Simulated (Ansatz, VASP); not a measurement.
## Two plane-wave programs on ZnS (Wurtzite-2H)

```
CELL_PARAMETERS angstrom
3.80543 0.00000 0.00000
-1.90271 3.29560 0.00000
0.00000 0.00000 6.24402
ATOMIC_POSITIONS crystal
Zn 0.33333 0.66667 0.00534
Zn 0.66667 0.33333 0.50534
S 0.33333 0.66667 0.37966
S 0.66667 0.33333 0.87966
```

Alike in both runs: task single point; functional HSE06; k mesh 6 × 6 × 2; no spin polarisation.

|  | VASP | Ansatz |
| --- | --- | --- |
| version | VASP 6.6.1 | Ansatz 0.2.0 |
| potentials or method | VASP PAW PBE potentials, release 64 (Zn, S) | plane waves, PAW |
| plane-wave cutoff (eV) | 520 | 420 |
| occupations | gaussian, width 0.01 eV | fixed |
| valence electrons in the cell | 36 | 36 |

Ansatz gave:

* gap on the k mesh at the Fermi level (eV): 3.45
* pressure (GPa): 1.6
* largest component of the traceless stress (GPa): 0.10

Task: What did VASP give for the same quantities?

Result: gap on the k mesh at the Fermi level (eV): 3.43; pressure (GPa): 1.6; largest component of the traceless stress (GPa): 0.11.

Ansatz warned: «stress_exchange_threshold_loose».

Caveats: the k mesh is coarse (spacing up to 0.50 Å⁻¹), so the values aren't converged, least of all with exact exchange; the PAW data sets were made with another functional, which shifts forces and pressure a little (VASP).
